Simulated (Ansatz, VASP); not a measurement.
**Sc in VASP and in Ansatz**

INCAR

```
SYSTEM = Sc
ALGO     = Normal         ! electronic algorithm
EDIFF    = 1E-7           ! SCF threshold, eV
ENCUT    = 520            ! plane-wave cutoff, eV
GGA      = PS             ! functional
ISIF     = 2              ! what is computed and relaxed
ISMEAR   = -1             ! smearing method
LASPH    = .TRUE.         ! aspherical terms in the spheres
LCHARG   = .FALSE.        ! write CHGCAR
LREAL    = .FALSE.        ! projectors in reciprocal space
LWAVE    = .FALSE.        ! write WAVECAR
NBANDS   = 18             ! bands
NELM     = 100            ! most SCF steps
PREC     = Accurate       ! precision mode
SIGMA    = 0.1            ! smearing width, eV
```

File KPOINTS:

```
k-points
0
G
  10 10 10
  0 0 0
```

Contents of POSCAR:

```
Sc
1.0
    0.0000000000      3.1072494843      3.1072494843
    3.1072494843      0.0000000000      3.1072494843
    3.1072494843      3.1072494843      0.0000000000
Sc
2
Direct
    0.1250000000      0.1250000000      0.1250000000
    0.8750000000      0.8750000000      0.8750000000
```

Input for Ansatz:

```yaml
crystal:
  lattice:
    - [0.0, 3.1072494843, 3.1072494843]
    - [3.1072494843, 0.0, 3.1072494843]
    - [3.1072494843, 3.1072494843, 0.0]
  atoms:
    - { symbol: Sc, position: [0.125, 0.125, 0.125] }
    - { symbol: Sc, position: [0.875, 0.875, 0.875] }
hamiltonian:
  xc: pbesol
  pseudopotentials:
    kind: paw
    azcp:
      Sc: "pseudopotentials/Sc.paw.azcp"
basis:
  ecutwfc: 420
  fft_grid_basis: typed
kpoints:
  mp_grid: { grid: [10, 10, 10], shift: [0, 0, 0] }
magnetization:
  spin_polarized: false
scf:
  occupations: { method: fermi_dirac, width: 0.1 }
  lower_state_search: "off"
output:
  stress: true
```

Alike in both runs: task single point; functional PBEsol; k mesh 10 × 10 × 10; occupations fermi-dirac, width 0.1 eV; no spin polarisation.

|  | VASP | Ansatz |
| --- | --- | --- |
| version | VASP 6.6.1 | Ansatz 0.2.0 |
| potentials or method | VASP PAW PBE potentials, release 64 (Sc_sv) | plane waves (420 eV) with PAW, scalar-relativistic |
| plane-wave cutoff (eV) | 520 | 420 |
| valence electrons in the cell | 22 | 22 |

|  | VASP | Ansatz | Ansatz less VASP |
| --- | --- | --- | --- |
| pressure (GPa) | 0.5 | 0.5 | -0.02 |

Ansatz warned: «pseudo_functional_mismatch».

Caveats: the PAW data sets were made with another functional, which shifts forces and pressure a little (VASP).
